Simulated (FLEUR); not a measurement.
LiH:

```
CELL_PARAMETERS angstrom
0.00000 2.03675 2.03675
2.03675 0.00000 2.03675
2.03675 2.03675 0.00000
ATOMIC_POSITIONS crystal
Li 0.00000 0.00000 0.00000
H 0.50000 0.50000 0.50000
```

Base run:

- Program: FLEUR MaX-R8.1 (later development tree)
- Functional: PBEsol
- Potentials or basis: all-electron
- Basis: FLAPW
- Kmax: 4.1 1/bohr
- k mesh: 11 × 11 × 11
- Occupations: fermi-dirac, width 0.05 eV
- Spin: no spin polarisation

Its results: band gap on the k mesh 2.98 eV, direct.

The run is repeated on the same cell with these changes: functional from PBEsol to LDA. What comes out?

Band gap on the k mesh 2.85 eV, direct.

Caveats: the mesh misses the band edges, which the band path finds closer together.
